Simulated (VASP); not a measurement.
## HfO2: single point with PBEsol

The system is HfO2.

```
Hf O
1.0
     5.07623    0.00000   -0.00248
     0.00000    5.15429    0.00000
    -0.87565    0.00000    5.17132
Hf O
4 8
Cartesian
  0.7880 2.3571 3.6588
  2.9747 4.9342 4.0957
  3.4126 2.7972 1.5100
  1.2259 0.2201 1.0732
  1.4106 3.8236 5.0709
  2.3522 1.2464 2.6836
  2.7900 1.3307 0.0979
  1.8484 3.9079 2.4853
  0.0628 1.7379 1.7622
  4.5757 4.3151 0.8210
  4.1378 3.4164 3.4066
  -0.3751 0.8392 4.3479
```

The cell is a database's computed one.

* Program: VASP 6.6.1
* Task: single point
* Functional: PBEsol
* Potentials or basis: VASP PAW PBE potentials, release 64 (Hf_pv, O)
* Cutoff: 520 eV
* k mesh: 4 × 4 × 4
* Occupations: gaussian, width 0.02 eV
* Spin: non-collinear spin, zero start, spin-orbit coupling
* Further INCAR settings: ALGO = Fast; EDIFF = 1e-06; NBANDS = 110

| Item | Value |
| --- | --- |
| Pressure | 0.3 GPa |
| Largest force | 0.015 eV/Å |
| Net moment | 0.00 μB per cell |
| Valence electrons inside the program's atomic spheres | Hf 8.58; O 5.09, 5.10 |

Forces on the atoms (eV/Å):
```
Hf   0.000 -0.003  0.015
Hf   0.000 -0.003 -0.015
Hf   0.000  0.003 -0.015
Hf   0.000  0.003  0.015
O   -0.003 -0.003 -0.008
O    0.003 -0.003  0.008
O    0.003  0.003  0.008
O   -0.003  0.003 -0.008
O   -0.002  0.006 -0.004
O    0.002  0.006  0.004
O    0.002 -0.006  0.004
O   -0.002 -0.006 -0.004
```

Moments on the atoms (μB; x, y, z):
```
Hf  0.00 0.00 0.00
Hf  0.00 0.00 0.00
Hf  0.00 0.00 0.00
Hf  0.00 0.00 0.00
O   0.00 0.00 0.00
O   0.00 0.00 0.00
O   0.00 0.00 0.00
O   0.00 0.00 0.00
O   0.00 0.00 0.00
O   0.00 0.00 0.00
O   0.00 0.00 0.00
O   0.00 0.00 0.00
```

It took 15 min on 1 thread of Intel(R) Xeon(R) Platinum 8488C (Sapphire Rapids) (shared host), peak memory 0.87 GiB.

Caveat: the PAW data sets were made with another functional, which shifts forces and pressure a little.
